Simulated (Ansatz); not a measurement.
# Cu3Au (Auricupride) (Pm-3m) in Ansatz: further runs

The runs below take Cu3Au (Auricupride) through relaxation of cell and atoms, with revPBE+D4, BLYP+D3(BJ).

Everything below comes from runs of Ansatz 0.2.0. Logs are shortened: lines on timing, memory, paths and dates and some standing lists are left out, and cuts for length are marked.

### 1 Starting point

The structure is cubic, space group Pm-3m (No. 221). The conventional cell has a = 3.740 Å, b = 3.740 Å, c = 3.740 Å, α = 90.00°, β = 90.00°, γ = 90.00°. Around Au (site symmetry m-3m) lie 12 Cu at 2.64 Å. Cu (site symmetry 4/mmm) is surrounded by 4 Au at 2.64 Å and 8 Cu at 2.64 Å.

### 2 Relaxation of cell and atoms, revPBE+D4

File input.yaml:

```yaml
crystal:
  lattice:
    - [3.74, 0.0, 0.0]
    - [0.0, 3.74, 0.0]
    - [0.0, 0.0, 3.74]
  atoms:
    - { symbol: Au, position: [0.0, 0.0, 0.0] }
    - { symbol: Cu, position: [0.5, 0.5, 0.0] }
    - { symbol: Cu, position: [0.5, 0.0, 0.5] }
    - { symbol: Cu, position: [0.0, 0.5, 0.5] }
hamiltonian:
  xc: revpbe
  pseudopotentials: { kind: paw }
  dispersion: d4
kpoints:
  mp_grid: { grid: [7, 7, 7] }
scf:
  occupations: { method: fermi_dirac, width: 0.05 }
output:
  forces: true
  stress: true
  eigenvalues: true
  write_density: true
  write_potential: true
  elf: true
  volumetric_format: npy
relax:
  f_tol: 0.01
  max_steps: 40
  cell: { stress_tol: 0.05 }
```

Potentials or basis: Ansatz PAW.

The run is started by

```bash
> ansatz run input.yaml --threads 2 --pin off --max-ram 5632MiB --backend cpu --events-out ev --progress --plain --runs-dir out
```

The program printed:

```text
Warning: RAYON_NUM_THREADS=2 ignored (pool sized by the plan → 2); use --threads N
Engine: ansatz 0.2.0, aarch64-unknown-linux-gnu
Pseudopotentials: kind: paw
Pseudopotential: Au, paw, valence charge 19, recommended cutoff 420 eV (normal), Au.paw.azcp
Pseudopotential: Cu, paw, valence charge 19, recommended cutoff 420 eV (normal), Cu.paw.azcp
Functional definition: revPBE
  parameter kappa = 1.245
  parameter beta = 0.06672455060314922
  exchange = pbe_x(kappa = kappa, mu = beta*pi^2/3)
  correlation = pbe_c(beta = beta)
Crystal: 4 atoms, lattice volume = 52.314 Å³
Basis set: ecut = 420 eV, 1021 PW (Γ), exchange–correlation on 50×50×50 points (8 copies of the dense FFT grid, shifted against one another)
Bands: 46, of which v1, the nominal top of the filled ones, is band 38 counted from 1 (37 counted from 0)
Symmetry: 48 space group operations
Space group: Pm-3m (ITA 221), of the structure as read, at distance tolerance 3.7e-5 Å
k-points: 20 of 343
Non-local potential: Au, projectors of the file, l = 0: 3, l = 1: 2, l = 2: 2, l = 3: 1
Non-local potential: Cu, projectors of the file, l = 0: 3, l = 1: 2, l = 2: 3, l = 3: 1
PAW form: soft (Blöchl's): semilocal exchange-correlation on the pseudo side does not see the compensation charge
PAW frozen core: Au, regenerated for the run's functional, and the local potential with it (the file was generated under x = pbe(κ = 0.804, μ = 0.2195149727645171), c = pbe(β = 0.06672455060314922))
PAW frozen core: Cu, regenerated for the run's functional, and the local potential with it (the file was generated under x = pbe(κ = 0.804, μ = 0.2195149727645171), c = pbe(β = 0.06672455060314922))
PAW one-centre angular grid: Au, 590 points (default); XC on 64 Gauss nodes
PAW one-centre angular grid: Cu, 590 points (default); XC on 64 Gauss nodes
Initial density: superposition of atomic densities (neutral atoms: chi_scale 0, normalization atom), corrected by the library's trained network
Initial wavefunctions: pseudopotential atomic-orbital guess
Functional: x = revpbe(κ = 1.245, μ = 0.2195149727645171), c = pbe(β = 0.06672455060314922)
SCF iter   1: F=—  HF=-33050.079869 eV  |F-HF|=—  |Δ(HF+E_count)|=         —  Δρ=5.51e-3  dr2=9.32e-3  ethr=1.77e-3  ⟨swp⟩=5.9  Hψ=3059  notcnv=0  defer=5
preconditioner: auto → Kerker (q_TF=auto, 2.904 Å⁻¹)  [metal: Δε(μ)=0.078 eV  Ē_g=10.657 eV  σ=0.050 eV  W_gap=0.34  n_scr=18 (ndim 8)  ℏωp=34.1 eV  f_vac=0.000  D(μ)=1.59/eV (n_scr^D=6)]
SCF iter   2: F=—  HF=-33050.078482 eV  |F-HF|=—  |Δ(HF+E_count)|=   1.39e-3  Δρ=1.51e-3  dr2=1.66e-3  ethr=1.23e-5  ⟨swp⟩=2.0  Hψ=1647  notcnv=0  defer=26
SCF iter   3: F=—  HF=-33050.078330 eV  |F-HF|=—  |Δ(HF+E_count)|=   1.53e-4  Δρ=9.28e-4  dr2=4.69e-4  ethr=2.19e-6  ⟨swp⟩=1.2  Hψ=877  notcnv=0  defer=26
SCF iter   4: F=—  HF=-33050.078258 eV  |F-HF|=—  |Δ(HF+E_count)|=   7.12e-5  Δρ=2.15e-4  dr2=4.29e-5  ethr=6.18e-7  ⟨swp⟩=2.0  Hψ=1141  notcnv=0  defer=26
SCF iter   5: F=—  HF=-33050.078241 eV  |F-HF|=—  |Δ(HF+E_count)|=   1.75e-5  Δρ=7.33e-5  dr2=6.32e-6  ethr=5.64e-8  ⟨swp⟩=2.4  Hψ=1407  notcnv=0  defer=26
SCF iter   6: F=—  HF=-33050.078239 eV  |F-HF|=—  |Δ(HF+E_count)|=   1.85e-6  Δρ=1.85e-5  dr2=1.58e-7  ethr=8.31e-9  ⟨swp⟩=2.0  Hψ=1268  notcnv=0  defer=26
SCF iter   7: F=-33050.078239 eV  HF=-33050.078239 eV  |F-HF|=4.62e-8  |Δ(HF+E_count)|=   4.37e-8  Δρ=1.15e-5  dr2=7.78e-8  ethr=1.32e-10  ⟨swp⟩=11.9  Hψ=6601  notcnv=0
SCF 1 converged in 7 iterations: F = -33050.078239 eV  dr2 = 7.78e-8
relax step   1: F+E_penalty+E_count = -33050.07823891 eV  Δ(F+E_penalty+E_count) = +0.000e0 eV  max|allowed force component| = 2.488e-28 eV/Å  Δτ_max = 0.0000 Å  P = -3.009 GPa  Ω = 52.314 Å³  (7 SCF iters, dr2 threshold 1.00e-7 eV, accepted)
Crystal: 4 atoms, lattice volume = 51.450 Å³
Initial density: handed on by an earlier stage of this run
Initial wavefunctions: those handed on with the density
iter 1 solved again at ethr=8.46e-6 eV; its pass at ethr=3.10e-3 eV (dr2=6.43e-3 eV) is discarded
SCF iter   1: F=—  HF=-33050.089984 eV  |F-HF|=—  |Δ(HF+E_count)|=         —  Δρ=3.57e-3  dr2=6.14e-3  ethr=8.46e-6  ⟨swp⟩=1.9  Hψ=4206  notcnv=0
preconditioner: auto → Kerker (q_TF=auto, 2.912 Å⁻¹)  [metal: Δε(μ)=0.221 eV  Ē_g=10.775 eV  σ=0.050 eV  W_gap=0.49  n_scr=18 (ndim 8)  ℏωp=34.3 eV  f_vac=0.000  D(μ)=1.72/eV (n_scr^D=18)]
SCF iter   2: F=—  HF=-33050.088836 eV  |F-HF|=—  |Δ(HF+E_count)|=   1.15e-3  Δρ=1.40e-3  dr2=1.61e-3  ethr=8.08e-6  ⟨swp⟩=2.0  Hψ=1378  notcnv=0
[... 23 lines left out ...]
preconditioner: auto → Kerker (q_TF=auto, 2.913 Å⁻¹)  [metal: Δε(μ)=0.031 eV  Ē_g=10.805 eV  σ=0.050 eV  W_gap=0.15  n_scr=18 (ndim 8)  ℏωp=34.4 eV  f_vac=0.000  D(μ)=1.71/eV (n_scr^D=18)]
SCF iter   2: F=—  HF=-33050.087881 eV  |F-HF|=—  |Δ(HF+E_count)|=   1.62e-5  Δρ=5.23e-5  dr2=7.70e-7  ethr=3.26e-10  ⟨swp⟩=2.0  Hψ=1680  notcnv=0
SCF iter   3: F=—  HF=-33050.087881 eV  |F-HF|=—  |Δ(HF+E_count)|=   1.53e-8  Δρ=1.54e-5  dr2=6.70e-8  ethr=3.26e-10  ⟨swp⟩=2.1  Hψ=1288  notcnv=0
SCF iter   4: F=—  HF=-33050.087881 eV  |F-HF|=—  |Δ(HF+E_count)|=   2.87e-8  Δρ=1.73e-6  dr2=1.28e-9  ethr=8.82e-11  ⟨swp⟩=2.0  Hψ=1356  notcnv=0
SCF iter   5: F=—  HF=-33050.087881 eV  |F-HF|=—  |Δ(HF+E_count)|=   3.25e-9  Δρ=7.77e-7  dr2=3.43e-10  ethr=1.68e-12  ⟨swp⟩=2.0  Hψ=1680  notcnv=0
SCF iter   6: F=—  HF=-33050.087881 eV  |F-HF|=—  |Δ(HF+E_count)|=  1.46e-11  Δρ=3.00e-7  dr2=8.24e-11  ethr=1.00e-12  ⟨swp⟩=2.7  Hψ=1642  notcnv=0
SCF iter   7: F=-33050.087881 eV  HF=-33050.087881 eV  |F-HF|=1.46e-11  |Δ(HF+E_count)|=  4.37e-11  Δρ=1.08e-7  dr2=1.33e-11  ethr=1.00e-12  ⟨swp⟩=5.0  Hψ=3692  notcnv=0
SCF 4 converged in 7 iterations: F = -33050.087881 eV  dr2 = 1.33e-11
relax step   4: F+E_penalty+E_count = -33050.08788124 eV  Δ(F+E_penalty+E_count) = +8.080e-4 eV  max|allowed force component| = 3.047e-29 eV/Å  Δτ_max = 0.0000 Å  P = +0.039 GPa  Ω = 51.301 Å³  stress off target by 3.89e-2 GPa  SCF on the basis re-selected at this cell (its energy is not comparable with the rows above)  (7 SCF iters)
basis re-selected at this cell: Δ(F+E_penalty+E_count) = +8.080e-4 eV, ΔP = +0.019 GPa vs the last step (what re-selecting the basis moved, of the pressure what is left beyond the Pulay correction that the steps carried, after the strain that the cell walked since its last selection, with what the two solves' SCF thresholds leave and, on support functions, any second-order correction that the steps lacked; it is no measure of the basis error at this ecutwfc). This SCF's stress stands 3.89e-2 GPa from its target on what of the cell is left free (relax.cell.stress_tol is 5.00e-2 GPa) and its largest allowed force component is 3.05e-29 eV/Å (relax.f_tol is 1.00e-2 eV/Å): within both
SCF converged after 7 iterations
Free energy (F): -33050.087881 eV
Harris-Foulkes:  -33050.087881 eV  (|F-HF|=1.46e-11)
Internal energy: -33050.075077 eV  (E = F + TS)
E sigma→0 (E₀):  -33050.081479 eV
Entropy (-TS):   -0.012805 eV (-3.201 meV/atom)
Fermi energy:    18.725374 eV
--- Per-component energies (eV) ---
  E_band       = -1216.957220
  E_kinetic    = 1505.791529
  E_local      = -13880.736991  (includes V_loc(G=0)·N_el)
  E_nonlocal   = 1248.053223
  E_hartree    = 6129.227281
  E_xc         = -497.883718
  E_vxc        = -623.041814  (∫ρ·V_xc dr)
  E_paw        = -14721.913395  (= ΣΔE_a)
  E_vpaw       = -1725.479842  (= ΣTr[D̂ρ^β])
  E_aug_tail   = 0.002256  (compensation charges beyond the density's cutoff)
  E_ewald      = -12828.465904
  E_disp       = -4.025324  (pairwise vdW)
  E_core_change = -0.124035  (= ΣΔE_core)
  E_smearing   = -0.012805  (= −TS)
  E_closure    = -0.000000  (closes the sum)
  Σ components = -33050.087881   (vs F -33050.087881, Δ=0.00e0)
--- Forces (eV/Å), atoms counted from 1 ---
  atom   1  Au    -0.00000000     0.00000000     0.00000000
  atom   2  Cu     0.00000000     0.00000000     0.00000000
  atom   3  Cu     0.00000000    -0.00000000     0.00000000
  atom   4  Cu     0.00000000     0.00000000     0.00000000
  max |Σ_I F_I| component: 8.85e-29 eV/Å
--- Stress (GPa, compression-positive) ---
        0.038864       0.000000       0.000000
        0.000000       0.038864      -0.000000
        0.000000      -0.000000       0.038864
  P = ⅓ Tr σ = 0.0389 GPa (0.389 kbar)
--- Band table (eV; the first three rows and the last of 20) ---
  k-point 0: bands = ["-93.8166", "-93.8074", "-93.8074", "-87.3358", "-51.1630", "-51.1630", "-51.1630", "-51.1334", "-51.1334", "-51.1334", "-51.1095", "-51.1095", "-51.1095", "-38.7810", "-38.7810", "-38.7810", "8.8758", "12.1613", "12.1613", "13.0274", "13.0274", "13.0274", "14.0670", "15.5776", "15.5776", "15.5776", "16.4744", "16.4744", "17.0856", "17.1344", "17.1344", "17.2419", "17.2419", "17.2419", "17.3984", "17.3984", "17.3984", "19.9723", "19.9723", "19.9723", "24.9444", "26.5272", "26.5272", "29.8899", "29.8899", "29.8899"]
  k-point 1: bands = ["-93.8162", "-93.8078", "-93.8074", "-87.3358", "-51.1615", "-51.1615", "-51.1605", "-51.1338", "-51.1338", "-51.1335", "-51.1122", "-51.1106", "-51.1106", "-38.7820", "-38.7810", "-38.7810", "9.1259", "12.2547", "12.2814", "13.0791", "13.0890", "13.0890", "14.1275", "15.5095", "15.6265", "15.6265", "16.3866", "16.5047", "16.8417", "16.8417", "17.0051", "17.0255", "17.0848", "17.1871", "17.1871", "17.2421", "17.3980", "18.7374", "20.7091", "20.7091", "25.4026", "26.4374", "27.7628", "29.5218", "29.6150", "29.6150"]
  k-point 2: bands = ["-93.8151", "-93.8088", "-93.8074", "-87.3357", "-51.1577", "-51.1577", "-51.1534", "-51.1350", "-51.1350", "-51.1336", "-51.1194", "-51.1131", "-51.1131", "-38.7842", "-38.7811", "-38.7811", "9.8364", "12.4832", "12.5100", "13.2067", "13.2545", "13.2545", "14.2805", "15.3450", "15.7068", "15.7068", "16.0811", "16.1399", "16.1399", "16.5880", "16.7146", "16.7672", "16.8830", "16.8830", "16.8882", "16.9926", "17.2424", "17.3971", "22.2180", "22.2180", "25.7772", "26.2119", "28.0761", "28.0761", "28.6610", "28.9255"]
  k-point 19: bands = ["-93.8107", "-93.8103", "-93.8103", "-87.3356", "-51.1738", "-51.1588", "-51.1587", "-51.1587", "-51.1165", "-51.1165", "-51.1160", "-51.1109", "-51.1109", "-38.7845", "-38.7844", "-38.7844", "12.1404", "12.2152", "12.2152", "13.3108", "14.1621", "14.1621", "15.4137", "15.5512", "15.5512", "15.7745", "15.7745", "15.8523", "16.4407", "16.5150", "16.5150", "16.8107", "17.0662", "17.0662", "17.1116", "17.1626", "17.1626", "18.2950", "18.2950", "18.3406", "21.8517", "23.2427", "23.2427", "24.0215", "36.2326", "36.2326"]
--- Relaxed structure (3 steps of the walk, 3 accepted, 1 SCFs on fresh bases) ---
  F+E_penalty+E_count = -33050.08788124 eV   max|allowed force component| = 3.047e-29 eV/Å   (the final SCF, on the basis selected at the relaxed cell)
  cell:  # Å, volume = 51.3005 Å³
    - [3.715699196465006, -6.419766481290787e-35, 9.629649721936178e-35]
    - [-9.629649721936178e-35, 3.715699196465006, -3.209883240645393e-35]
    - [9.629649721936178e-35, -3.209883240645393e-35, 3.715699196465006]
  atoms:
    - { symbol: Au, position: [-1.2015605713621659e-34, 2.789337040671837e-35, -6.436931632313207e-36] }
    - { symbol: Cu, position: [0.5, 0.5, 1.0728219387192579e-35] }
    - { symbol: Cu, position: [0.5, -6.651496020057127e-35, 0.5] }
    - { symbol: Cu, position: [1.1157348162661007e-34, 0.5, 0.5] }
```

Wall time 8.9 s (2 threads of Arm Neoverse V1, shared host); peak memory 0.35 GiB.

Results:

```
Free energy                            : -33050.0879 eV
Relaxed volume                         : 12.83 Å³/atom
Relaxed cell                           : a = 3.716 Å, b = 3.716 Å, c = 3.716 Å, α = 90.00°, β = 90.00°, γ = 90.00°
Space group after relaxing (to 0.05 Å) : Pm-3m (No. 221)
Energy gained by relaxing              : 2.4 meV/atom
Ionic steps                            : 4
Pressure after relaxing                : 0.0 GPa
Band gap on the k mesh                 : none (metal or under the smearing width)
```

Step by step:
```tsv
step	energy change (eV)	largest force (eV/Å)	volume (Å³)
1	0.0000	0.0000	52.31
2	-0.0101	0.0000	51.45
3	-0.0104	0.0000	51.30
4	-0.0096	0.0000	51.30
```

Final structure:
```yaml
crystal:
  lattice:
    - [3.71570, 0.00000, 0.00000]
    - [0.00000, 3.71570, 0.00000]
    - [0.00000, 0.00000, 3.71570]
  atoms:
    - { symbol: Au, position: [0.00000, 0.00000, 0.00000] }
    - { symbol: Cu, position: [0.50000, 0.50000, 0.00000] }
    - { symbol: Cu, position: [0.50000, 0.00000, 0.50000] }
    - { symbol: Cu, position: [0.00000, 0.50000, 0.50000] }
```

Levels at points of the mesh, in eV from the Fermi level:
```tsv
k point	band 34	band 35	band 36	band 37	band 38	band 39	band 40	band 41	band 42	band 43
(0.00, 0.00, 0.00)	-1.48	-1.33	-1.33	-1.33	1.25	1.25	1.25	6.22	7.80	7.80
```

Caveat: the plane-wave basis is chosen anew once the cell has moved, so the energies of steps on either side of that aren't comparable; pairwise dispersion overbinds metals, which lowers pressure and volume; the PAW data sets come from PBE, with cores solved anew for the run's functional, which leaves a small shift of forces and pressure. The run has no spin-orbit coupling, so splittings on Au are missing.

### 3 Relaxation of cell and atoms, BLYP+D3(BJ)

Edit input.yaml of step 2 so:

```diff
@@ -11,5 +11,5 @@
 hamiltonian:
-  xc: revpbe
+  xc: blyp
   pseudopotentials: { kind: paw }
-  dispersion: d4
+  dispersion: d3bj
 kpoints:
@@ -22,6 +22,2 @@
   eigenvalues: true
-  write_density: true
-  write_potential: true
-  elf: true
-  volumetric_format: npy
 relax:
```

Potentials or basis: Ansatz PAW.

The run is started by

```bash
> ansatz run input.yaml --threads 2 --pin off --max-ram 5632MiB --backend cpu --events-out ev --progress --plain --runs-dir out
```

It took 7.2 s on 2 threads of Arm Neoverse V1, shared host; peak memory 0.35 GiB.

The run converged. Its results:

| Property | Result |
| --- | --- |
| Free energy | -33083.9654 eV |
| Relaxed volume | 12.80 Å³/atom |
| Relaxed cell | a = 3.713 Å, b = 3.713 Å, c = 3.713 Å, α = 90.00°, β = 90.00°, γ = 90.00° |
| Space group after relaxing (to 0.05 Å) | Pm-3m (No. 221) |
| Energy gained by relaxing | 3.0 meV/atom |
| Ionic steps | 4 |
| Pressure after relaxing | 0.0 GPa |
| Band gap on the k mesh | none (metal or under the smearing width) |

Step by step:
```
step  energy change (eV)  largest force (eV/Å)  volume (Å³)
   1              0.0000                0.0000        52.31
   2             -0.0123                0.0000        51.34
   3             -0.0125                0.0000        51.19
   4             -0.0120                0.0000        51.19
```

Final structure:
```cif
data_structure
_symmetry_space_group_name_H-M 'P 1'
_symmetry_Int_Tables_number 1
_cell_length_a 3.7131
_cell_length_b 3.7131
_cell_length_c 3.7131
_cell_angle_alpha 90.000
_cell_angle_beta 90.000
_cell_angle_gamma 90.000
_cell_volume 51.19
loop_
_atom_site_label
_atom_site_type_symbol
_atom_site_fract_x
_atom_site_fract_y
_atom_site_fract_z
_atom_site_occupancy
Au1 Au 0.00000 0.00000 0.00000 1
Cu1 Cu 0.50000 0.50000 0.00000 1
Cu2 Cu 0.50000 0.00000 0.50000 1
Cu3 Cu 0.00000 0.50000 0.50000 1
```

Levels at points of the mesh, in eV from the Fermi level:
```
           k point  band 36  band 37  band 38  band 39  band 40  band 41
(0.00, 0.00, 0.00)    -1.40    -1.40     1.36     1.36     1.36     6.24
```

Caveat: the plane-wave basis is chosen anew once the cell has moved, so the energies of steps on either side of that aren't comparable; pairwise dispersion overbinds metals, which lowers pressure and volume; the PAW data sets come from PBE, with cores solved anew for the run's functional, which leaves a small shift of forces and pressure. The run has no spin-orbit coupling, so splittings on Au are missing.
